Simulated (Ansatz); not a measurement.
# HgSe: equation of state, part 2 of 2

How stiff is HgSe, and at what volume does the pressure vanish? The cell is scaled evenly, atoms carried along, and solved with LAPW, PAW and all-electron datasets made for the crystal.

Ansatz 0.2.0; DFT PBEsol; a database cell (COD). «Crystal datasets» are all-electron PAW datasets made for this crystal. Earlier steps stand in the parts before.

## (9) Volume × 1.04, LAPW

input.yaml reads:

```yaml
crystal:
  lattice:
    - [0.0, 3.07595195, 3.07595195]
    - [3.07595195, 0.0, 3.07595195]
    - [3.07595195, 3.07595195, 0.0]
  atoms:
    - { symbol: Hg, position: [0.0, 0.0, 0.0] }
    - { symbol: Se, position: [0.75, 0.75, 0.75] }
kpoints:
  mp_grid: { grid: [8, 8, 8] }
scf:
  occupations: { method: fermi_dirac, width: 0.01 }
hamiltonian:
  xc: pbesol
  pseudopotentials: { kind: all_electron, lapw: { basis_error: 0.0005 } }
output:
  forces: true
  stress: true
  eigenvalues: true
```

Started as:

```sh
$ ansatz run input.yaml --threads 1 --pin off --max-ram 3072MiB --backend cpu --events-out ev --progress --plain --runs-dir out
```

The program printed, cut to the lines that bear on the results:

```text
LAPW: plane waves up to 8.742 Å⁻¹, error target 5.0e-4 eV per atom; small_component_spin mean_spin; Se in spheres of 1.275 Å, 24 of its electrons in bands, Dirac shells []; Hg in spheres of 1.389 Å, 44 of its electrons in bands, Dirac shells []
[...]
Pseudopotentials: kind: all_electron
Pseudopotential: Hg, LAPW, valence charge 44, Koelling and Harmon's equation, gaussian nucleus
Pseudopotential: Se, LAPW, valence charge 24, Koelling and Harmon's equation, gaussian nucleus
Functional definition: PBEsol
[...]
Crystal: 2 atoms, lattice volume = 58.206 Å³
Basis set: ecut = 291.1574343093394 eV, 645 PW (Γ), exchange–correlation at level 2
Bands: 41, of which v1, the nominal top of the filled ones, is band 34 counted from 1 (33 counted from 0)
Symmetry: 24 space group operations
Space group: F-43m (ITA 216), of the structure as read, at distance tolerance 3.9e-5 Å
[...]
SCF iter   1: F=—  HF=-599765.956083 eV  |F-HF|=—  |Δ(HF+E_count)|=         —  Δρ=2.44e-2  dr2=6.88e-1  ethr=1.01e-3  ⟨swp⟩=2.0  Hψ=7338  notcnv=0
[...]
the basis was enlarged: its passes take 197.2 KiB over the memory plan, 1 of 1 planned eigensolver slots
[...]
SCF iter   7: F=-599765.649057 eV  HF=-599765.649057 eV  |F-HF|=2.33e-8  |Δ(HF+E_count)|=   1.56e-7  Δρ=5.18e-6  dr2=9.01e-9  ethr=5.43e-10  ⟨swp⟩=3.0  Hψ=3571  notcnv=0
[...]
SCF converged after 7 iterations
Free energy (F): -599765.649057 eV
[...]
E sigma→0 (E₀):  -599765.649019 eV
Entropy (-TS):   -0.000075 eV (-0.037 meV/atom)
Fermi energy:    9.686190 eV
[...]
--- Forces (eV/Å), atoms counted from 1 ---
  atom   1  Hg     0.00000000    -0.00000000     0.00000000
  atom   2  Se    -0.00000000     0.00000000     0.00000000
[...]
--- Stress (GPa, compression-positive) ---
       -0.448777       0.000000      -0.000000
        0.000000      -0.448777       0.000000
       -0.000000       0.000000      -0.448777
  P = ⅓ Tr σ = -0.4488 GPa (-4.488 kbar)
--- Band table (eV; the first three rows and the last of 29) ---
[...]
```

Wall time 31 s (1 thread of Arm Neoverse V1, shared host); peak memory 0.34 GiB.

In short: pressure -0.45 GPa; no gap.

## (10) Volume × 1.04, PAW

input.yaml, as its differences from that of step 9:

```diff
@@ -14,3 +14,3 @@
   xc: pbesol
-  pseudopotentials: { kind: all_electron, lapw: { basis_error: 0.0005 } }
+  pseudopotentials: { kind: paw }
 output:
@@ -19 +19,6 @@
   eigenvalues: true
+  efg: { contact_densities: true }
+  write_density: true
+  write_potential: true
+  elf: true
+  volumetric_format: npy
```

Started as:

```sh
$ ansatz run input.yaml --threads 1 --pin off --max-ram 3072MiB --backend cpu --events-out ev --progress --plain --runs-dir out
```

The program printed, cut to the lines that bear on the results:

```text
Hg: output.efg is read without spin–orbit coupling, which moves field gradients at and beside such atoms by some per cent and up to a factor of two; PAW files take it under magnetization.noncollinear and magnetization.spin_orbit
[...]
[... 4 set-up lines as earlier in the session ...]
[...]
Crystal: 2 atoms, lattice volume = 58.206 Å³
Basis set: ecut = 420 eV, 1139 PW (Γ), exchange–correlation on 60×60×60 points (8 copies of the dense FFT grid, shifted against one another)
Bands: 22, of which v1, the nominal top of the filled ones, is band 18 counted from 1 (17 counted from 0)
[... 2 set-up lines as earlier in the session ...]
[...]
Free energy (F): -19092.627976 eV
[...]
E sigma→0 (E₀):  -19092.627939 eV
Entropy (-TS):   -0.000075 eV (-0.037 meV/atom)
Fermi energy:    8.168386 eV
[...]
--- Forces (eV/Å), atoms counted from 1 ---
  atom   1  Hg    -0.00000000    -0.00000000    -0.00000000
  atom   2  Se     0.00000000    -0.00000000    -0.00000000
[...]
--- Stress (GPa, compression-positive) ---
       -0.458299       0.000000      -0.000000
        0.000000      -0.458299       0.000000
       -0.000000       0.000000      -0.458299
  P = ⅓ Tr σ = -0.4583 GPa (-4.583 kbar)
--- PAW observables at the nuclei: V_zz in 10²¹ V/m², potentials from the cell's mean, atoms counted from 1 ---
  atom   1  Hg V_zz =    -0.000000   η = 0.0000   by run symmetry: forbidden
            electrostatic potential = -16788.112945 V   contact ρ = 14111494.314633 e/Å³
  atom   2  Se V_zz =    -0.000000   η = 0.0000   by run symmetry: forbidden
            electrostatic potential = -4710.473990 V   contact ρ = 262402.623860 e/Å³
--- Band table (eV; the first three rows and the last of 29) ---
[... band rows left out ...]
[...]
```

It took 6.8 s on 1 thread of Arm Neoverse V1, shared host; peak memory 0.41 GiB.

This run gives: pressure -0.46 GPa; no gap.

## (11) Volume × 1.04, crystal datasets

input.yaml, as its differences from that of step 10:

```diff
@@ -14,3 +14,3 @@
   xc: pbesol
-  pseudopotentials: { kind: paw }
+  pseudopotentials: { kind: all_electron, datasets: crystal }
 output:
@@ -20,5 +20 @@
   efg: { contact_densities: true }
-  write_density: true
-  write_potential: true
-  elf: true
-  volumetric_format: npy
```

Started as:

```sh
$ ansatz run input.yaml --threads 1 --pin off --max-ram 3072MiB --backend cpu --events-out ev --progress --plain --runs-dir out
```

The program printed, cut to the lines that bear on the results:

```text
[...]
Hg: output.efg is read without spin–orbit coupling, which moves field gradients at and beside such atoms by some per cent and up to a factor of two; PAW files take it under magnetization.noncollinear and magnetization.spin_orbit
[...]
[... 4 set-up lines as earlier in the session ...]
[...]
Crystal: 2 atoms, lattice volume = 58.206 Å³
Basis set: ecut = 240 eV, 531 PW (Γ), exchange–correlation on 48×48×48 points (8 copies of the dense FFT grid, shifted against one another)
Bands: 13, of which v1, the nominal top of the filled ones, is band 9 counted from 1 (8 counted from 0)
[... 1 set-up line as earlier in the session ...]
[...]
  atom   1  Hg     0.00000000    -0.00000000     0.00000000
  atom   2  Se     0.00000000    -0.00000000     0.00000000
[...]
--- Stress (GPa, compression-positive) ---
       -0.449289      -0.000000      -0.000000
        0.000000      -0.449289       0.000000
       -0.000000       0.000000      -0.449289
  P = ⅓ Tr σ = -0.4493 GPa (-4.493 kbar)
  It holds what live shells' own plane waves past their cutoff add
--- PAW observables at the nuclei: V_zz in 10²¹ V/m², potentials from the cell's mean, atoms counted from 1 ---
  atom   1  Hg V_zz =    +0.000000   η = 0.0000   by run symmetry: forbidden
            electrostatic potential = -16784.960106 V   contact ρ = 14102522.357740 e/Å³
  atom   2  Se V_zz =    +0.000000   η = 0.0000   by run symmetry: forbidden
            electrostatic potential = -4708.830694 V   contact ρ = 262470.609901 e/Å³
--- Band table (eV; the first three rows and the last of 29) ---
  k-point 0: bands = ["-3.5717", "2.7114", "2.7114", "2.7114", "3.4052", "3.4052", "8.6114", "9.6793", "9.6793", "9.6793", "15.1504"]
[...]
```

Run time: 7.8 s. Hardware: 1 thread of Arm Neoverse V1, shared host; peak memory 0.49 GiB.

In short: pressure -0.45 GPa; no gap.

## (12) All volumes together

The rows at scale 1 come from earlier runs of the unscaled cell with the same settings.

```
          method  volume (Å³/atom)  F above the lowest (meV/atom)  pressure (GPa)
            LAPW            26.864                           24.9            4.39
            LAPW            27.424                           12.1            2.96
            LAPW            27.984                            4.0            1.69
            LAPW            28.543                            0.2            0.56
            LAPW            29.103                            0.0           -0.45
             PAW            26.864                           24.7            4.37
             PAW            27.424                           12.0            2.94
             PAW            27.984                            4.0            1.68
             PAW            28.543                            0.1            0.55
             PAW            29.103                            0.0           -0.46
crystal datasets            26.864                              –            4.39
crystal datasets            27.984                              –            1.69
crystal datasets            29.103                              –           -0.45
```

## (13) Summary of results

The summary covers parts 1 to 2.

```
                      quantity           value
     equilibrium volume (LAPW)  28.845 Å³/atom
           bulk modulus (LAPW)          52 GPa
its pressure derivative (LAPW)             5.0
      equilibrium volume (PAW)  28.840 Å³/atom
            bulk modulus (PAW)          52 GPa
 its pressure derivative (PAW)             5.0
```

What this shows: By LAPW, the pressure vanishes at 28.85 Å³/atom (+3.1 % from the starting cell) and the bulk modulus there is 52 GPa (Birch-Murnaghan, third order). A measured bulk modulus of HgSe is 51.6 GPa (quoted in “The pseudo-binary mercury chalcogenide alloy HgSe0.7S0.3 at high pressure: a mechanism of the zinc blende/cinnabar reconstructive phase transition”, 2002, arxiv:cond-mat/0209548); the calculated 52 GPa misses it by +0.1 %. The calculation is for a static lattice at 0 K; heat and zero-point motion mostly soften a crystal. PAW's volume lies -0.02 % and its modulus -0.1 % from LAPW's. No thermal or zero-point expansion is included. Spin-orbit coupling is left out, though the cell holds Hg; in elements this heavy it can shift bands and gaps by tenths of an eV.
